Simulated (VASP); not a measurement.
Runs of VASP 6.6.1 on Hg. Symmetry: P6_3/mmc, No. 194, hexagonal system. The conventional cell has a = 3.408 Å, b = 3.408 Å, c = 5.762 Å, α = 90.00°, β = 90.00°, γ = 120.00°. Around Hg (site symmetry -6m2) lie 12 Hg at 3.41 to 3.49 Å. 

| cell | further INCAR settings | gap on the mesh (eV) | pressure (GPa) |
| --- | --- | --- | --- |
| P6_3/mmc, 28.98 Å³/atom | ALGO = Fast; EDIFF = 1e-06; NBANDS = 19 | none | -1.2 |
| P6_3/mmc, 24.99 Å³/atom | ALGO = Fast; EDIFF = 1e-06; NBANDS = 19 | none | 0.7 |
| P6_3/mmc, 23.32 Å³/atom | ALGO = Fast; EDIFF = 1e-07; NBANDS = 19 | none | (a) |
| P6_3/mmc, 25.3 Å³/atom | ALGO = Fast; EDIFF = 1e-06; NBANDS = 19 | none | 0.3 |

Alike in all rows: task single point; level PBE+D3(BJ); potentials or basis VASP PAW PBE potentials, release 64 (Hg); no spin polarisation; k mesh 15 × 15 × 8; cutoff (eV) 520; smearing gaussian 0.15 eV.

Estimate the missing entries.

(a) 2.7.

Caveats: pairwise dispersion overbinds metals, which lowers pressure and volume.

A k mesh can miss the band edges, and the runs leave out spin-orbit coupling on Hg.

A gap of «none» marks a metal or a gap under the smearing width.
